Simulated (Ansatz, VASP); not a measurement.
# CoH in VASP and in Ansatz

```xyz
2
Lattice="0.0000 1.8850 1.8850 1.8850 0.0000 1.8850 1.8850 1.8850 0.0000" Properties=species:S:1:pos:R:3 pbc="T T T"
Co    0.0000    0.0000    0.0000
H     1.8850    1.8850    1.8850
```

The cell comes from a database or a generator and needn't be the stable form of this composition.

Alike in both runs: task single point; functional PBEsol; k mesh 11 × 11 × 11; occupations fermi-dirac, width 0.1 eV; collinear spin.

|  | VASP | Ansatz |
| --- | --- | --- |
| version | VASP 6.6.1 | Ansatz 0.2.0 |
| potentials or method | VASP PAW PBE potentials, release 64 (Co, H) | plane waves, PAW |
| plane-wave cutoff (eV) | 520 | 500 |
| valence electrons in the cell | 10 | 18 |

```tsv
	VASP	Ansatz	Ansatz less VASP
pressure (GPa)	-18.4	-18.2	+0.24
net moment per atom (μB)	0.62	0.62	+0.005
size of the moment on the site where the two differ most (μB)	1.27	1.24	-0.035
```

Site moments also hang on the region over which each program counts them. The two sets of potentials don't hold the same shells in valence.

Caveats: so large a pressure means that the cell lies far from this level's equilibrium, or that cutoff or potentials fall short (VASP); the potentials were made for another functional, which shifts forces and pressure (VASP).
